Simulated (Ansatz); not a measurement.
All numbers below come from DFT PBE, scalar-relativistic, plane waves, PAW in Ansatz 0.2.0. Settings: cutoff 420 eV, Γ-centred meshes spaced at most about 0.3 Å⁻¹ (2π included), Gaussian smearing. No spin polarisation in the final relaxations.

These are static total energies at zero pressure.

Two forms of LiCl were relaxed alike.

A.

```
CELL_PARAMETERS angstrom
0.00000 2.57461 2.57461
2.57461 0.00000 2.57461
2.57461 2.57461 0.00000
ATOMIC_POSITIONS crystal
Li 0.00000 0.00000 0.00000
Cl 0.50000 0.50000 0.50000
```

B.

```
CELL_PARAMETERS angstrom
6.24942 0.00000 0.00000
0.00000 3.60127 0.00000
-2.75136 0.00000 5.64640
ATOMIC_POSITIONS crystal
Li 0.33720 0.00000 0.18694
Li 0.82808 0.00000 0.26228
Li 0.50876 0.50000 0.65083
Cl 0.50180 0.50000 0.01977
Cl 0.69953 0.00000 0.57284
Cl 0.12463 0.50000 0.30734
```

Problem. Which is lower in energy, and by how much?

Solution. A is lower, by 36 meV/atom. A has the rock salt type, space group Fm-3m (No. 225), 17.1 Å³/atom and a gap of 6.26 eV on its mesh; B has space group Pm (No. 6), 21.2 Å³/atom and a gap of 5.53 eV. Counting Cl atoms around Li (those within 1.25 times the shortest such distance or 1.15 times the sum of covalent radii; a slash parts the counts of unlike sites), A has Li 6 and B has Li 4/5. The denser one is the lower, and pressure would at first widen the difference. In A, Li is surrounded by 6 Cl at 2.57 Å; Cl is surrounded by 6 Li at 2.57 Å. In B, around Li on its first site lie 5 Cl at 2.49–2.54 Å and 1 Li at 2.89 Å; Li on its second site is surrounded by 5 Cl at 2.41–2.65 Å and 1 Li at 2.89 Å; around Cl on its first site lie 1 Li at 2.34 Å and 4 Li at 2.52–2.65 Å; 3 more sites not described. Both come from invented guesses. The part of the Crystallography Open Database at hand lists LiCl in space group No. 225; sharing a group (Fm-3m) doesn't make a cell the listed structure.

Kohn–Sham gaps at this level usually fall short of measured ones.
